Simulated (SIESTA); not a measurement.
The system is Ru.

```
CELL_PARAMETERS angstrom
2.70580 0.00000 0.00000
-1.35290 2.34329 0.00000
0.00000 0.00000 4.28190
ATOMIC_POSITIONS crystal
Ru 0.66667 0.33333 0.75000
Ru 0.33333 0.66667 0.25000
```

Base run:

```yaml
Program: SIESTA 5.4.2
Functional: PW86PBE
Potentials_or_basis: PseudoDojo 0.4 standard (PBE files)
Basis: DZP (energy shift 0.002 Ry)
Grid_cutoff: 800 Ry
Energy_shift: 0.002 Ry
k_mesh: 11 × 11 × 6
Occupations: fermi-dirac, width 0.05 eV
Spin: no spin polarisation
```

Its results: band gap on the k mesh none (metal or under the smearing width); pressure 17.6 GPa.

Problem. After a change of settings the same cell gave: band gap on the k mesh none (metal or under the smearing width); pressure 29.7 GPa. Which change was it?
A. functional from PW86PBE to RPBE
B. functional from PW86PBE to vdW-DF2
C. functional from PW86PBE to BLYP
D. functional from PW86PBE to PBE; potentials or basis from PseudoDojo 0.4 standard (PBE files) to SPMS 1.0 NC or PseudoDojo by element (PBE files)

Solution. B.

Caveats: semicore shells carry a single zeta, which can move pressures by several GPa and volumes by a few percent; the potentials were made for another functional, which shifts forces and pressure; the basis of atomic orbitals isn't converged, which shifts pressures, moduli and gaps; so large a pressure means that the cell lies far from this level's equilibrium, or that cutoff or potentials fall short (some runs); a pressure of tens of GPa on the cell as given is suspect, and the run, the potentials or the cell itself is likely at fault (some runs).

Not every run made on this cell is shown here.
